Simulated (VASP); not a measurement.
# GaN in VASP: one cell, several levels of theory, part 2 of 2

The system is rocksalt GaN, a generated structure that needn't be the ground state.

VASP 6.6.1, plane waves, PAW. The steps go on from the part before.

### Step 3. Single point with r2SCAN

Input file INCAR:

```
ENCUT = 520.000000
SIGMA = 0.010000
EDIFF = 1.00e-07
ALGO = Normal
METAGGA = R2SCAN
PREC = Accurate
IBRION = -1
ISIF = 2
ISMEAR = 0
NBANDS = 16
NELM = 120
NSW = 0
LASPH = .TRUE.
LCHARG = .TRUE.
LELF = .TRUE.
LWAVE = .FALSE.
LREAL = .FALSE.
```

Input file KPOINTS:

```
KPOINTS created by Atomic Simulation Environment
0
Gamma
10 10 10
0 0 0
```

Input file KPOINTS_OPT:

```
special points
8
Reciprocal
0.0000000000 0.0000000000 0.0000000000 1
0.5000000000 0.0000000000 0.5000000000 1
0.6250000000 0.2500000000 0.6250000000 1
0.3750000000 0.3750000000 0.7500000000 1
0.5000000000 0.5000000000 0.5000000000 1
0.5000000000 0.2500000000 0.7500000000 1
0.0000000000 0.1744790000 -0.1770830000 1
0.0000000000 0.5000000000 0.5000000000 1
```

Input file POSCAR:

```
Ga N
 1.0000000000000000
     0.0000000000000000    2.1085152342992446    2.1085152342992446
     2.1085152342992446    0.0000000000000000    2.1085152342992446
     2.1085152342992446    2.1085152342992446    0.0000000000000000
 Ga  N
   1   1
Cartesian
 -0.0000000000000000  0.0000000000000000 -0.0000000000000000
  2.1085152342992446  2.1085152342992446  2.1085152342992446
```

Command:

```sh
> mpirun -np 1 vasp_std
```

Standard output, without the iteration lines:

```text
POSCAR found type information on POSCAR GaN
 POSCAR found :  2 types and       2 ions
 -----------------------------------------------------------------------------
|                                                                             |
|                                                                             |
|     You enforced a specific xc type in the INCAR file but a different       |
|     I HOPE YOU KNOW WHAT YOU ARE DOING!                                     |
|                                                                             |
 -----------------------------------------------------------------------------

 LDA part: xc-table for (None), standard interpolation
 POSCAR, INCAR and KPOINTS ok, starting setup
 FFT: planning ... GRIDC
 FFT: planning ... GRID_SOFT
 FFT: planning ... GRID
 WAVECAR not read
 entering main loop
 Start KPOINTS_OPT (optional k-point list driver)
k-point batch [1-8\8]
```

OSZICAR:

```text
N       E                     dE             d eps       ncg     rms          rms(c)
DAV:   1     0.579793580446E+02    0.57979E+02   -0.94695E+03  1776   0.220E+03
DAV:   2    -0.214264875614E+02   -0.79406E+02   -0.74918E+02  1704   0.317E+02
DAV:   3    -0.255531008372E+02   -0.41266E+01   -0.41131E+01  1768   0.628E+01
DAV:   4    -0.255896337442E+02   -0.36533E-01   -0.36527E-01  1832   0.619E+00
DAV:   5    -0.255900875062E+02   -0.45376E-03   -0.45376E-03  1832   0.625E-01    0.688E+00
DAV:   6    -0.209243969613E+02    0.46657E+01   -0.31572E+00  2136   0.411E+01    0.235E+00
DAV:   7    -0.209669229470E+02   -0.42526E-01   -0.41125E-01  1832   0.605E+00    0.162E+00
DAV:   8    -0.209771617321E+02   -0.10239E-01   -0.27851E-02  1792   0.395E+00    0.202E-01
DAV:   9    -0.209760303302E+02    0.11314E-02   -0.70259E-03  2080   0.246E+00    0.807E-02
DAV:  10    -0.209760999989E+02   -0.69669E-04   -0.64725E-04  1712   0.246E-01    0.721E-02
DAV:  11    -0.209760997749E+02    0.22405E-06   -0.20753E-04  1744   0.140E-01    0.444E-02
DAV:  12    -0.209760830437E+02    0.16731E-04   -0.23391E-05  1904   0.631E-02    0.286E-02
DAV:  13    -0.209760760558E+02    0.69879E-05   -0.45968E-07  1936   0.128E-02    0.196E-02
DAV:  14    -0.209760760952E+02   -0.39311E-07   -0.26645E-06  1920   0.274E-02    0.762E-03
DAV:  15    -0.209760764360E+02   -0.34080E-06   -0.98644E-07  2000   0.117E-02    0.255E-03
DAV:  16    -0.209760764463E+02   -0.10358E-07   -0.65181E-08   920   0.271E-03
   1 F= -.20976076E+02 E0= -.20976076E+02  d E =-.232155E-63
       N       E                     dE             ncg
DAV:   1     0.104573745837E+04   -0.56336E+04      304
DAV:   2     0.402156217323E+03   -0.64358E+03      288
DAV:   3     0.369564318253E+03   -0.32592E+02      320
DAV:   4     0.369302291423E+03   -0.26203E+00      312
DAV:   5     0.369298462305E+03   -0.38291E-02      344
DAV:   6     0.369298349585E+03   -0.11272E-03      328
DAV:   7     0.369298346472E+03   -0.31138E-05      304
DAV:   8     0.369298346353E+03   -0.11830E-06      312
DAV:   9     0.369298346351E+03   -0.19546E-08      216
```

From OUTCAR:

```text
k-points           NKPTS =     47   k-points in BZ     NKDIM =     47   number of bands    NBANDS=     16

   NELECT =      18.0000    total number of electrons

   dimension x,y,z NGX =    24 NGY =   24 NGZ =   24
   dimension x,y,z NGXF=    48 NGYF=   48 NGZF=   48

  energy-cutoff  :      520.00
  volume of cell :       18.75
      direct lattice vectors                 reciprocal lattice vectors
     0.000000000  2.108515234  2.108515234    -0.237133691  0.237133691  0.237133691
     2.108515234  0.000000000  2.108515234     0.237133691 -0.237133691  0.237133691
     2.108515234  2.108515234  0.000000000     0.237133691  0.237133691 -0.237133691

 k-points in reciprocal lattice and weights: KPOINTS created by Atomic Simulation Env
   0.00000000  0.00000000  0.00000000       0.001
   0.10000000  0.00000000  0.00000000       0.008
   0.20000000  0.00000000  0.00000000       0.008
   0.30000000  0.00000000  0.00000000       0.008
   0.40000000  0.00000000  0.00000000       0.008
   0.50000000  0.00000000  0.00000000       0.004
   0.10000000  0.10000000  0.00000000       0.006
   0.20000000  0.10000000  0.00000000       0.024
[... 39 more k-points ...]

 E-fermi :   7.8343

 k-point     1 :       0.0000    0.0000    0.0000
  band No.  band energies     occupation
      1     -10.3895      2.00000
      2      -6.6375      2.00000
      3      -6.6375      2.00000
      4      -6.6375      2.00000
      5      -6.5679      2.00000
      6      -6.5679      2.00000
      7       7.2121      2.00000
      8       7.2121      2.00000
      9       7.2122      2.00000
     10      10.6204      0.00000
     11      23.2377      0.00000
     12      23.2377      0.00000
     13      23.2377      0.00000
     14      24.7667      0.00000
     15      24.7669      0.00000
     16      24.7669      0.00000

 k-point     2 :       0.1000    0.0000    0.0000
  band No.  band energies     occupation
      1     -10.1922      2.00000
      2      -6.6453      2.00000
      3      -6.6303      2.00000
      4      -6.6302      2.00000
      5      -6.5799      2.00000
      6      -6.5798      2.00000
      7       6.0440      2.00000
      8       7.2355      2.00000
      9       7.2355      2.00000
     10      11.5706      0.00000
     11      20.9134      0.00000
     12      22.5768      0.00000
     13      22.5769      0.00000
     14      24.6516      0.00000
     15      24.6517      0.00000
     16      24.6552      0.00000

 k-point     3 :       0.2000    0.0000    0.0000
  band No.  band energies     occupation
      1      -9.6216      2.00000
      2      -6.6722      2.00000
      3      -6.6722      2.00000
      4      -6.6669      2.00000
      5      -6.5497      2.00000
      6      -6.5496      2.00000
      7       3.9510      2.00000
      8       7.3058      2.00000
      9       7.3059      2.00000
     10      12.9003      0.00000
     11      18.8602      0.00000
     12      20.7785      0.00000
     13      20.7786      0.00000
     14      24.3742      0.00000
     15      25.6715      0.00000
     16      25.6716      0.00000

 k-point     4 :       0.3000    0.0000    0.0000
  band No.  band energies     occupation
      1      -8.7591      2.00000
      2      -6.7471      2.00000
      3      -6.7471      2.00000
      4      -6.7002      2.00000
      5      -6.4878      2.00000
      6      -6.4878      2.00000
      7       1.8195      2.00000
      8       7.4133      2.00000
      9       7.4134      2.00000
     10      13.4618      0.00000
     11      18.0246      0.00000
     12      19.1079      0.00000
     13      19.1080      0.00000
     14      24.4305      0.00000
     15      27.5604      0.00000
     16      27.5605      0.00000

 k-point     5 :       0.4000    0.0000    0.0000
  band No.  band energies     occupation
      1      -7.8142      2.00000
      2      -6.8087      2.00000
      3      -6.8086      2.00000
      4      -6.7574      2.00000
      5      -6.4356      2.00000
      6      -6.4356      2.00000
      7       0.0849      2.00000
      8       7.5199      2.00000
      9       7.5199      2.00000
     10      13.2926      0.00000
     11      17.9907      0.00000
     12      17.9909      0.00000
     13      18.0650      0.00000
     14      24.9386      0.00000
     15      30.0549      0.00000
     16      30.0551      0.00000

 k-point     6 :       0.5000    0.0000    0.0000
  band No.  band energies     occupation
      1      -7.2919      2.00000
      2      -6.8447      2.00000
      3      -6.8321      2.00000
      4      -6.8321      2.00000
      5      -6.4155      2.00000
      6      -6.4154      2.00000
      7      -0.6431      2.00000
      8       7.5658      2.00000
      9       7.5658      2.00000
     10      13.1423      0.00000
     11      17.5981      0.00000
     12      17.5982      0.00000
     13      18.1598      0.00000
     14      25.3077      0.00000
     15      32.2460      0.00000
     16      32.2463      0.00000

 k-point     7 :       0.1000    0.1000    0.0000
  band No.  band energies     occupation
      1     -10.1314      2.00000
      2      -6.6542      2.00000
      3      -6.6182      2.00000
      4      -6.6166      2.00000
      5      -6.6166      2.00000
      6      -6.5573      2.00000
      7       6.2036      2.00000
      8       6.9522      2.00000
      9       6.9522      2.00000
     10      11.9108      0.00000
     11      21.1144      0.00000
     12      21.6025      0.00000
     13      22.3583      0.00000
     14      22.3583      0.00000
     15      26.7638      0.00000
     16      26.7638      0.00000

 k-point     8 :       0.2000    0.1000    0.0000
  band No.  band energies     occupation
      1      -9.7032      2.00000
      2      -6.6756      2.00000
      3      -6.6696      2.00000
      4      -6.6195      2.00000
      5      -6.5728      2.00000
      6      -6.5326      2.00000
      7       4.6311      2.00000
      8       6.7651      2.00000
      9       7.0480      2.00000
     10      13.0727      0.00000
     11      19.0649      0.00000
     12      19.7706      0.00000
     13      21.6132      0.00000
     14      22.9928      0.00000
     15      26.9546      0.00000
     16      27.6302      0.00000

 k-point     9 :       0.3000    0.1000    0.0000
  band No.  band energies     occupation
      1      -8.9821      2.00000
      2      -6.7342      2.00000
      3      -6.6799      2.00000
      4      -6.6767      2.00000
      5      -6.4925      2.00000
      6      -6.4756      2.00000
      7       2.5938      2.00000
      8       6.7438      2.00000
      9       7.1198      2.00000
     10      13.9177      0.00000
     11      17.2416      0.00000
     12      18.9566      0.00000
     13      20.3230      0.00000
     14      23.9994      0.00000
     15      27.2529      0.00000
     16      28.9409      0.00000

 k-point    10 :       0.4000    0.1000    0.0000
  band No.  band energies     occupation
      1      -8.1735      2.00000
      2      -6.7793      2.00000
      3      -6.7467      2.00000
      4      -6.6562      2.00000
      5      -6.4271      2.00000
      6      -6.3623      2.00000
      7       0.7304      2.00000
      8       6.9028      2.00000
      9       6.9915      2.00000
     10      14.0316      0.00000
     11      16.2102      0.00000
     12      19.0515      0.00000
     13      19.0631      0.00000
     14      24.9798      0.00000
     15      28.4453      0.00000
     16      31.0472      0.00000

 k-point    11 :       0.5000    0.1000    0.0000
  band No.  band energies     occupation
      1      -7.6738      2.00000
      2      -6.8075      2.00000
      3      -6.7976      2.00000
      4      -6.6106      2.00000
      5      -6.4116      2.00000
      6      -6.1890      2.00000
      7      -0.3933      2.00000
      8       6.7199      2.00000
      9       7.1902      2.00000
     10      13.9087      0.00000
     11      15.9073      0.00000
     12      18.2211      0.00000
     13      19.3173      0.00000
     14      25.9199      0.00000
     15      29.8994      0.00000
     16      32.2791      0.00000

 k-point    12 :      -0.4000    0.1000    0.0000
  band No.  band energies     occupation
      1      -7.7474      2.00000
      2      -6.8118      2.00000
      3      -6.8090      2.00000
      4      -6.6242      2.00000
      5      -6.4364      2.00000
      6      -6.2223      2.00000
      7      -0.1382      2.00000
      8       6.4303      2.00000
      9       7.4932      2.00000
     10      13.9933      0.00000
     11      16.1895      0.00000
     12      18.0065      0.00000
     13      19.2564      0.00000
     14      26.1167      0.00000
     15      29.6029      0.00000
     16      30.8634      0.00000

[... the tables of k-points 13 to 47 left out ...]

  Total        0.1583490      0.1583490      0.1583490     -0.0000000      0.0000000      0.0000000
  in kB       13.5321181     13.5321181     13.5321181     -0.0000000      0.0000000      0.0000000
  external PRESSURE =      13.5321181 kB  Pullay stress =       0.0000000 kB

 POSITION                                       TOTAL-FORCE (eV/Angst)
 -----------------------------------------------------------------------------------
      0.00000      0.00000      0.00000        -0.000000      0.000000     -0.000000
      2.10852      2.10852      2.10852         0.000000     -0.000000      0.000000
 -----------------------------------------------------------------------------------
    total drift:                                0.000000     -0.000000     -0.000000

  FREE ENERGIE OF THE ION-ELECTRON SYSTEM (eV)
  ---------------------------------------------------
  free  energy   TOTEN  =       -20.9760764463 eV

  energy  without entropy=      -20.9760764463  energy(sigma->0) =      -20.97607645
```

Run time: 44 s. Hardware: 1 MPI rank of Intel Xeon Platinum 8488C, shared host; peak memory 0.16 GiB.

The levels at the points of KPOINTS_OPT are read from vasprun.xml.

Levels at the named points, in eV from the top of band v (v: the last filled band by count, c: the next):

```csv
point,v−1,v,c,c+1
Γ,-0.54,-0.54,2.86,15.48
X,-3.16,-3.16,1.14,8.49
U,-5.81,-2.20,3.77,9.79
K,-5.81,-2.20,3.77,9.79
L,-0.19,-0.19,5.38,9.84
W,-5.48,-4.62,5.73,10.76
```

Gap with r2SCAN: 1.14 eV, valence top at (0.00, 0.17, -0.18), conduction bottom at X. Least direct gap: 3.41 eV. Pressure: 1.35 GPa; the forces vanish within 0.01 eV/Å.

### Step 4. What came out

The summary covers parts 1 to 2.

| level | gap (eV) | pressure (GPa) |
| --- | --- | --- |
| PBE | 0.62 | 9.09 |
| r2SCAN | 1.14 | 1.35 |

In words: The gap spans 0.62 eV (PBE) to 1.14 eV (r2SCAN). The pressure is highest with PBE (9.1 GPa) and lowest with r2SCAN (1.4 GPa), which orders the cells that they would relax to.
